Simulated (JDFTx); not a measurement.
Write the native input for JDFTx 1.7.0 (patched build) that does the following.

```yaml
Task: single point
Functional: PBE
Potentials_or_basis: PseudoDojo-SR-PBE-0.5-standard
Cutoff: 1306 eV
Density_cutoff: 10449 eV
k_mesh: 12 × 12 × 7
Occupations: fermi-dirac, width 0.05 eV
Spin: collinear spin, ferromagnetic start
Starting_moments: "[2.0, 2.0] μB"
Density_cutoff_over_wavefunction_cutoff: 8
Max_SCF_steps: 100
SCF_threshold_on_the_energy: 1e-09 Ha
Solver_of_the_electrons: scf
Further_solve_for_the_empty_bands: yes
```

Co:

```xyz
2
Lattice="2.4720 0.0000 0.0000 -1.2360 2.1408 0.0000 0.0000 0.0000 4.0211" Properties=species:S:1:pos:R:3 pbc="T T T"
Co    1.2360    0.7136    3.0159
Co    0.0000    1.4272    1.0053
```

These files were run (other wordings do the same):

Co.in

```
lattice \
    4.6714027971    -2.3357013986     0.0000000000 \
    0.0000000000     4.0455534936     0.0000000000 \
    0.0000000000     0.0000000000     7.5988610189
coords-type Lattice
ion Co     0.6666666667     0.3333333333     0.7500000000 1
ion Co     0.3333333333     0.6666666667     0.2500000000 1

ion-species pseudo/Co.upf
elec-cutoff 48 384
elec-ex-corr gga-PBE
kpoint-folding 12 12 7
elec-smearing Fermi 0.0018374661
elec-n-bands 26
spintype z-spin
initial-magnetic-moments Co 2 2
elec-initial-magnetization 4 no
electronic-SCF nIterations 100 energyDiffThreshold 1e-09
electronic-minimize nIterations 30 energyDiffThreshold 1e-7
converge-empty-states yes
forces-output-coords Cartesian

dump-name run.$VAR
dump End Ecomponents EigStats BandEigs Kpoints Forces Stress
```

Potentials or basis: PseudoDojo-SR-PBE-0.5-standard.

Command:

```sh
$ jdftx -c 1 -i Co.in -o Co.out
```

It gave:

| Property | Result |
| --- | --- |
| Pressure | 5.3 GPa |
| Band gap on the k mesh | none (metal or under the smearing width) |
| Net moment | 3.25 μB per cell |
| Absolute moment | 3.60 μB per cell |
| Site moments | Co +1.69 μB |

Wall time 5 min on 1 thread of Arm Neoverse V1, with other jobs on the host, peak memory 0.39 GiB.
